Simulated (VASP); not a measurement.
Here is a VASP 6.6.1 calculation.

Contents of INCAR:

```
PREC = Accurate
ENCUT = 520
EDIFF = 1E-7
ISMEAR = -1
SIGMA = 0.05
LREAL = False
LASPH = True
NELM = 60
ALGO = Normal
ISIF = 2
LWAVE = False
LCHARG = True
LELF = True
LVHAR = True
LVACPOTAV = True
```

File KPOINTS:

```
Automatic mesh
0
Gamma
  10 10 1
```

The input POSCAR:

```
SnSe2
1.0
    3.8110000000      0.0000000000      0.0000000000
   -1.9055000000      3.3004228138      0.0000000000
    0.0000000000      0.0000000000     33.3740000000
Se Sn
6 3
Direct
    0.6666666667      0.3333333333      0.2696710014
    0.3333333333      0.6666666667      0.3625576796
    0.6666666667      0.3333333333      0.4535566609
    0.3333333333      0.6666666667      0.5464433391
    0.6666666667      0.3333333333      0.6374423204
    0.3333333333      0.6666666667      0.7303289986
    0.0000000000      0.0000000000      0.3161143405
    0.0000000000      0.0000000000      0.5000000000
    0.0000000000      0.0000000000      0.6838856595
```

Potentials or basis: VASP PAW LDA potentials, release 64 (Se, Sn_d).

Launch:

```bash
$ cat potpaw_LDA.64/Se/POTCAR potpaw_LDA.64/Sn_d/POTCAR > POTCAR
$ mpirun -np 1 vasp_std > vasp.out
```

Q: What does it give for the largest force?

A: 0.292 eV/Å.

Q: Predict the band gap on the k mesh.

A: 0.71 eV, indirect (least direct gap 0.95 eV).

Forces on the atoms (eV/Å):
```
Se   0.000  0.000 -0.171
Se   0.000  0.000  0.292
Se   0.000  0.000 -0.291
Se   0.000  0.000  0.291
Se   0.000  0.000 -0.292
Se   0.000  0.000  0.171
Sn   0.000  0.000 -0.029
Sn   0.000  0.000  0.000
Sn   0.000  0.000  0.029
```

Caveat: spin-orbit coupling is left out, which moves the levels of the heavy elements.
